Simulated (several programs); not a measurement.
## CsCl (CsCl type) from semi-empirical methods to plane-wave DFT

CsCl, CsCl type, relaxed with r2SCAN in Ansatz, was computed with several methods. Space group Pm-3m (No. 221), cubic; conventional cell a = 4.141 Å, 35.50 Å³ an atom. Cs is surrounded by 8 Cl at 3.59 Å; Cl is surrounded by 8 Cs at 3.59 Å. (Simulation; spin polarisation is off.)

```cif
data_structure
_symmetry_space_group_name_H-M 'P 1'
_symmetry_Int_Tables_number 1
_cell_length_a 4.1407
_cell_length_b 4.1407
_cell_length_c 4.1407
_cell_angle_alpha 90.000
_cell_angle_beta 90.000
_cell_angle_gamma 90.000
_cell_volume 70.99
loop_
_atom_site_label
_atom_site_type_symbol
_atom_site_fract_x
_atom_site_fract_y
_atom_site_fract_z
_atom_site_occupancy
Cs1 Cs 0.00000 0.00000 0.00000 1
Cl1 Cl 0.50000 0.50000 0.50000 1
```

Gaps and times are for a single point on this cell; volume and bulk modulus come from each method's own relaxation or energy curve at fixed shape. Times are rough, from shared hosts (Arm Neoverse V2; NVIDIA H100 80GB HBM3), and each method has its own mesh and cell size. PM6 (MOPAC), PM7 (MOPAC), GFN2-xTB (tblite) treat a cluster of cells at its zone centre, which samples few k points: where these miss a band edge, the gap comes out too large for that reason alone. Gaps from k meshes are read at a limited set of points (mesh, symmetry points, PBE's band edges), so each method's own least gap may be somewhat smaller. Force fields have no electrons; where one was fitted to this phase, its volume and modulus reflect the fit. xTB and the PM methods were fitted mostly to molecules, and can miss a solid's gap by electronvolts. Minimal bases can be far off for gaps. Times of the plane-wave rungs are withheld (a dash), since they come from other jobs, hosts and meshes; the meshes of hybrids and Hartree-Fock don't converge their gaps to the digits shown. GLLB-SC's gap includes the derivative discontinuity. G0W0 is at finite bands, cutoff and mesh. d marks a direct gap, i an indirect one (no mark: not told apart), a dash a value that wasn't computed or didn't pass its checks.

```tsv
method	kind	gap (eV)	own volume (Å³/atom)	bulk modulus (GPa)	atoms computed	processor time
ffield.eim (LAMMPS)	force field	–	–	–	2	0.09 s
light PBE (260 eV, its own mesh)	light plane-wave	5.18 d	–	–	2	0.46 s
PM7 (MOPAC)	semi-empirical	2.30	–	–	cluster	0.61 s
PM6 (MOPAC)	semi-empirical	6.05	–	–	cluster	0.69 s
GFN2-xTB (tblite)	tight binding	6.19	–	–	cluster	1.2 s
PBE	semilocal	5.21 d	37.18	14	2	–
r2SCAN	semilocal	5.91 d	35.50	18	2	–
PBE/SZV (CP2K)	small basis	4.14 d	–	–	2	4.3 s
GLLB-SC (GPAW)	model potential	9.45	–	–	2	4.7 s
PBE/DZVP (CP2K)	small basis	5.18 d	37.05	16	2	9.3 s
G0W0@r2SCAN (180 eV screening cutoff)	many-body	8.30	–	–	2	–
G0W0@PBE (260 eV screening cutoff)	many-body	7.71	–	–	2	–
PBE/single zeta (GPAW)	small basis	5.09 d	–	–	2	44 s
```

Against r2SCAN (5.91 eV) the nearest gap at the points sampled is that of PM6 (MOPAC) (+0.13 eV) and the farthest that of PM7 (MOPAC) (-3.61 eV). r2SCAN is only a yardstick of convenience: semilocal gaps usually lie below measured ones, which GLLB-SC and hybrids aim to mend.

Volumes against r2SCAN's: PBE +4.8 %, PBE/DZVP (CP2K) +4.4 %.

Runs without a result: GFN1-xTB (tblite) (single point).

Spin-orbit coupling is left out.
